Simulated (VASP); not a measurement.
# KI in VASP 6.6.1, single-point calculation

INCAR

```
IBRION = -1
PREC = Accurate
SIGMA = 0.02
NSW = 0
NBANDS = 15
LWAVE = .FALSE.
LCHARG = .FALSE.
EDIFF = 1E-7
MAGMOM = 3 3
LREAL = .FALSE.
NELM = 100
LASPH = .TRUE.
GGA = PE
NELECT = 17
ISPIN = 2
ISMEAR = -1
ISIF = 2
ENCUT = 520
```

KPOINTS

```
KPOINTS created by Atomic Simulation Environment
0
Gamma
3 3 3
0 0 0
```

POSCAR

```
K  I
 1.0000000000000000
    -0.0000000000000000    3.5442852435562142    3.5442852435562142
     3.5442852435562142   -0.0000000000000000    3.5442852435562142
     3.5442852435562142    3.5442852435562142    0.0000000000000000
 K   I
   1   1
Cartesian
 -0.0000000000000000  0.0000000000000000  0.0000000000000000
  3.5442852435562138  3.5442852435562138  3.5442852435562138
```

The recommended PBE PAW datasets give the neutral cell 16 valence electrons.

Command

```
mpirun -np 1 vasp_std
```

Problem. How does this run end, and what does it give?

Solution. It converged. Results: pressure 10.7 GPa; magnetic moment of the cell 0.11 μB.

OSZICAR

```
N       E                     dE             d eps       ncg     rms          rms(c)
DAV:   1     0.103763520761E+03    0.10376E+03   -0.70229E+03   240   0.936E+02
DAV:   2     0.791681856934E+01   -0.95847E+02   -0.92327E+02   310   0.225E+02
DAV:   3     0.228188870971E+01   -0.56349E+01   -0.55786E+01   317   0.478E+01
DAV:   4     0.197908050271E+01   -0.30281E+00   -0.30276E+00   399   0.933E+00
DAV:   5     0.197754174436E+01   -0.15388E-02   -0.15387E-02   324   0.748E-01    0.179E+01
DAV:   6    -0.104620040826E+01   -0.30237E+01   -0.21416E+00   282   0.956E+00    0.843E+00
DAV:   7    -0.128095868702E+01   -0.23476E+00   -0.43732E-01   275   0.471E+00    0.361E+00
DAV:   8    -0.131432571671E+01   -0.33367E-01   -0.27654E-02   296   0.111E+00    0.261E+00
DAV:   9    -0.132119370890E+01   -0.68680E-02   -0.27055E-02   298   0.872E-01    0.158E+00
DAV:  10    -0.132214299676E+01   -0.94929E-03   -0.21533E-03   332   0.329E-01    0.663E-01
DAV:  11    -0.132285222613E+01   -0.70923E-03   -0.10774E-03   335   0.231E-01    0.247E-01
DAV:  12    -0.132309012958E+01   -0.23790E-03   -0.29118E-04   275   0.951E-02    0.712E-02
DAV:  13    -0.132307141334E+01    0.18716E-04   -0.12063E-04   297   0.558E-02    0.948E-02
DAV:  14    -0.132310800856E+01   -0.36595E-04   -0.79996E-05   268   0.441E-02    0.220E-02
DAV:  15    -0.132310889518E+01   -0.88662E-06   -0.14783E-06   303   0.780E-03    0.681E-03
DAV:  16    -0.132310887051E+01    0.24675E-07   -0.16085E-07   253   0.315E-03
   1 F= -.13231089E+01 E0= -.13207774E+01  d E =-.466289E-02  mag=     0.1103
```

The cell is charged and sits in a uniform background.

For comparison, a separate PBE run of the intended cell, on usual settings and not on those above, gives a gap of 3.94 eV on its mesh and a pressure of 0.5 GPa.
